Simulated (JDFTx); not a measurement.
Crystal: GaN.

```xyz
2
Lattice="0.0000 2.2535 2.2535 2.2535 0.0000 2.2535 2.2535 2.2535 0.0000" Properties=species:S:1:pos:R:3 pbc="T T T"
Ga    0.0000    0.0000    0.0000
N     1.1268    1.1268    1.1268
```

The cell is a database's computed one.

Program: JDFTx 1.7.0 (patched build). Alike in all runs: task single point; no spin polarisation; cell as given; smearing fermi-dirac 0.05 eV.

Task: Order these runs on this cell by their pressure, lowest first.
A. level LDA; potentials or basis PseudoDojo-SR-LDA-0.4.1-standard with smoothed tails; k mesh 10 × 10 × 10; cutoff (eV) 1143; local potential set to -Z/r beyond 6 bohr; pseudo rcut 6
B. level TASK; potentials or basis SG15-PBE-1.2; k mesh 10 × 10 × 10; cutoff (eV) 1088
C. level PBEsol; potentials or basis PseudoDojo-SR-PBEsol-0.4.1-standard; k mesh 10 × 10 × 10; cutoff (eV) 1143
D. level PBE; potentials or basis PseudoDojo-SR-PBE-0.5-standard; k mesh 10 × 10 × 10; cutoff (eV) 1143
E. level r2SCAN; potentials or basis SG15-PBE-1.2 with smoothed tails; k mesh 6 × 6 × 6; cutoff (eV) 1361; local potential set to -Z/r beyond 6 bohr; pseudo rcut 6

Result: A (-6.8 GPa), E (-3.7 GPa), C (-0.9 GPa), B (1.4 GPa), D (5.2 GPa).

Caveats: the potentials were made for another functional, which shifts forces and pressure (some runs).

Not every run made on this cell is shown here.
